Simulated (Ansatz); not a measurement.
CaF$_{2}$:
```xyz
3
Lattice="0.0000 2.6631 2.6631 2.6631 0.0000 2.6631 2.6631 2.6631 0.0000" Properties=species:S:1:pos:R:3 pbc="T T T"
Ca     0.0000     0.0000     0.0000
F      3.9946     3.9946     3.9946
F      1.3315     1.3315     1.3315
```

x, y and z are the axes in which the lattice vectors are written.

Give the high-frequency dielectric tensor and the Born effective charge tensors of the independent atoms from DFPT, the program Ansatz at the LDA level (PAW).


ε∞:
```
2.37  0.00  0.00
0.00  2.37  0.00
0.00  0.00  2.37
```
Z* of atom 1 (Ca), rows: field, columns: displacement, in e:
```
2.38  0.00  0.00
0.00  2.38  0.00
0.00  0.00  2.38
```
Z* of atom 2 (F), rows: field, columns: displacement, in e:
```
-1.19   0.00   0.00
 0.00  -1.19   0.00
 0.00   0.00  -1.19
```

Space group Fm-3m (fluorite). The LDA relaxation kept the symmetry of its start.

Potentials: the later of the program's two PAW sets.
